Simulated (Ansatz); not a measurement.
Runs of Ansatz 0.2.0 on SiO2. It takes space group I4/mmm (No. 139, tetragonal). The conventional cell has a = 8.944 Å, b = 8.944 Å, c = 5.224 Å, α = 90.00°, β = 90.00°, γ = 90.00°. Si (site symmetry m2m) has 4 O at 1.60 to 1.61 Å as nearest neighbours. Around O (site symmetry m2m) lie 2 Si at 1.61 Å. O (site symmetry 2/m) has 2 Si at 1.60 Å as nearest neighbours. The cell comes from a database or a generator and needn't be the stable form of this composition.

| task | level | cell | cutoff (eV) | points for each segment of the path | gap on the mesh (eV) | pressure (GPa) | relaxed volume (Å³/atom) | largest force (eV/Å) |
| --- | --- | --- | --- | --- | --- | --- | --- | --- |
| band structure | r2SCAN | as given | 500 | 10 | 6.08 | (a) | - | (b) |
| relaxation of cell and atoms | r2SCAN | relaxed | 500 | - | 6.08 | 0.0 | 17.42 | 0.01 |
| relaxation of cell and atoms | PBEsol | relaxed | 420 | - | 5.48 | 0.0 | (c) | - |
| band structure | PBEsol | as given | 420 | 10 | 5.53 | 1.8 | - | 0.14 |

Alike in all rows: potentials or basis Ansatz PAW; no spin polarisation; k mesh 6 × 6 × 6; smearing fermi-dirac 0.05 eV.

Problem. Estimate the missing entries.

Solution. (a) 0.1; (b) 0.03; (c) 17.61.

Caveats: the PAW data sets come from PBE, with cores solved anew for the run's functional, which leaves a small shift of forces and pressure; the plane-wave basis is chosen anew once the cell has moved, so the energies of steps on either side of that aren't comparable (some runs).

A k mesh can miss the band edges.
